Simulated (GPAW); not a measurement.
Here is a GPAW 26.7.0 calculation.

The input run.py:

```python
from ase import Atoms
from ase.dft.bandgap import bandgap
from ase.io import write
from ase.units import GPa
from gpaw import GPAW, PW, setup_paths

setup_paths.insert(0, '.')

atoms = Atoms(['Ge', 'Ge'],
              cell=[[-2.495898, 2.650863, 1.436947],
                    [2.495898, -2.650863, 1.436947],
                    [2.495898, 2.650863, -1.436947]],
              scaled_positions=[[0.314057, 0.064057, 0.25],
                                [0.685943, 0.935943, 0.75]],
              pbc=True)

calc = GPAW(mode=PW(600),
            xc='PBEsol',
            kpts={'size': (11, 11, 11), 'gamma': True},
            occupations={'name': 'fermi-dirac', 'width': 0.05},
            nbands=11,
            convergence={'density': 1e-05, 'energy': 1e-05},
            maxiter=150,
            txt='gpaw.txt')
atoms.calc = calc
energy = atoms.get_potential_energy()
forces = atoms.get_forces()
stress = atoms.get_stress()
calc.write('gs.gpw')
write('result.traj', atoms)
print(f'Energy: {energy:.6f} eV')
print('Forces (eV/A):')
print(forces.round(4))
print('Stress (GPa):', (stress / GPa).round(3))
print('Fermi level:', round(calc.get_fermi_level(), 4), 'eV')
print(f'Gap: {bandgap(calc)[0]:.4f} eV, direct: {bandgap(calc, direct=True)[0]:.4f} eV')

path = atoms.cell.bandpath('GXLTWRX1ZGYSW,L1Y,Y1Z', npoints=61, eps=1e-4)
bs_calc = calc.fixed_density(kpts=path, symmetry='off', nbands=20,
                             convergence={'bands': 'CBM+6.0', 'eigenstates': 1e-6}, txt='bands.txt')
bs = bs_calc.band_structure()
bs.write('bs.json')
print(f'Gap on the path: {bandgap(bs_calc)[0]:.4f} eV')
```

Potentials or basis: PAW data sets generated in the run's folder for this functional, pw.

Run with:

```sh
$ gpaw-setup -f PBEsol Ge
$ OMP_NUM_THREADS=1 python run.py
```

(1) Predict the pressure.

(2) What does it give for the band gap along the path?

(3) What does it give for the largest force?

## Answers

(1) -2.6 GPa.

(2) none (metal or under the smearing width).

(3) 0.056 eV/Å.
